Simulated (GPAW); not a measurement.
Crystal: Sn.

```
Sn
1.0
    -2.94014    2.94014    1.59930
     2.94014   -2.94014    1.59930
     2.94014    2.94014   -1.59930
Sn
2
Direct
  0.00000 0.00000 0.00000
  0.75000 0.25000 0.50000
```

* Program: GPAW 26.7.0
* Task: relaxation of cell and atoms
* Functional: PBEsol
* Dispersion: D3(BJ)
* Potentials or basis: PAW data sets generated in the run's folder for this functional
* Cutoff: 600 eV
* Basis: pw
* k mesh: 7 × 7 × 7
* Occupations: fermi-dirac, width 0.05 eV
* Spin: no spin polarisation

At the start: pressure -4.2 GPa; volume 27.65 Å³/atom.

**Question.** How do energy, volume and symmetry change on relaxing?

**Answer.** Over 7 steps the energy falls by 29.8 meV/atom and the volume is 25.53 Å³/atom (-7.7 %); space group I4_1/amd (No. 141, to 0.05 Å).

Step by step:
| step | energy change (eV) | largest force (eV/Å) | pressure (GPa) | volume (Å³) |
| --- | --- | --- | --- | --- |
| 1 | 0.0000 | 0.0000 | -4.15 | 55.30 |
| 2 | -0.0201 | 0.0000 | -3.47 | 54.46 |
| 3 | -0.0588 | 0.0000 | 0.53 | 50.68 |
| 4 | -0.0594 | 0.0000 | -0.04 | 51.13 |
| 5 | -0.0594 | 0.0000 | 0.00 | 51.10 |
| 6 | -0.0595 | 0.0000 | 0.07 | 51.04 |
| 7 | -0.0596 | 0.0000 | 0.06 | 51.05 |

Final structure:
```
Sn
1.0
    -2.85468    2.85468    1.56615
     2.85468   -2.85468    1.56615
     2.85468    2.85468   -1.56615
Sn
2
Direct
  0.00000 0.00000 0.00000
  0.75000 0.25000 0.50000
```

Caveat: later steps reuse the first step's grids; pairwise dispersion overbinds metals, which lowers pressure and volume.
